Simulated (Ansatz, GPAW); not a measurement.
Given: the input of a run of GPAW 26.7.0 (ASE script) on Mg (Magnesium). 

run.py

```python
from ase.dft.bandgap import bandgap
from ase.io import read, write
from ase.units import GPa
from gpaw import GPAW, PW

atoms = read('POSCAR')

calc = GPAW(mode=PW(800),
            xc='PBE',
            kpts={'size': (10, 10, 5), 'gamma': True},
            occupations={'name': 'methfessel-paxton', 'order': 0, 'width': 0.05},
            nbands=19,
            convergence={'density': 1e-05, 'energy': 1e-05},
            maxiter=150,
            txt='gpaw.txt')
atoms.calc = calc
energy = atoms.get_potential_energy()
forces = atoms.get_forces()
stress = atoms.get_stress()
calc.write('gs.gpw')
write('result.traj', atoms)
print(f'Energy: {energy:.6f} eV')
print('Forces (eV/A):')
print(forces.round(4))
print('Stress (GPa):', (stress / GPa).round(3))
print('Fermi level:', round(calc.get_fermi_level(), 4), 'eV')
print(f'Gap: {bandgap(calc)[0]:.4f} eV, direct: {bandgap(calc, direct=True)[0]:.4f} eV')
```

The input POSCAR:

```
Mg
1.0
    3.2093000000      0.0000000000      0.0000000000
   -1.6046500000      2.7793353284      0.0000000000
    0.0000000000      0.0000000000      5.2103000000
Mg
2
Direct
    0.6666666667      0.3333333333      0.7500000000
    0.3333333333      0.6666666667      0.2500000000
```

Potentials or basis: GPAW PAW data sets (gpaw-data 1.2.1), pw.

The run is started by

```console
$ OMP_NUM_THREADS=1 python run.py
```

What does the same run look like in Ansatz 0.2.0? Potentials or basis there: all-electron LAPW, scalar-relativistic.

As run (cutoffs and basis follow the program's own potentials, and thresholds, step limits or extra output files can differ):

input.yaml

```yaml
crystal:
  lattice:
    - [3.2093, 0.0, 0.0]
    - [-1.60465, 2.7793353284, 0.0]
    - [0.0, 0.0, 5.2103]
  atoms:
    - { symbol: Mg, position: [0.6666666667, 0.3333333333, 0.75] }
    - { symbol: Mg, position: [0.3333333333, 0.6666666667, 0.25] }
kpoints:
  mp_grid: { grid: [10, 10, 5] }
scf:
  occupations: { method: gaussian, width: 0.05 }
hamiltonian:
  xc: pbe
  pseudopotentials: { kind: all_electron, lapw: { basis_error: 0.001 } }
output:
  forces: true
  stress: true
  eigenvalues: true
```

Potentials or basis: all-electron LAPW, scalar-relativistic.

Launch:

```console
$ ansatz run input.yaml --threads 1 --pin off --max-ram 3072MiB --backend cpu --events-out ev --progress --plain --runs-dir out
```

Both were run:

|  | GPAW | Ansatz |
| --- | --- | --- |
| Pressure | -0.5 GPa | -0.4 GPa |

Where Ansatz's input types no cutoff or centring, it takes its own default and a Γ-centred mesh.

Pressure is positive in compression.
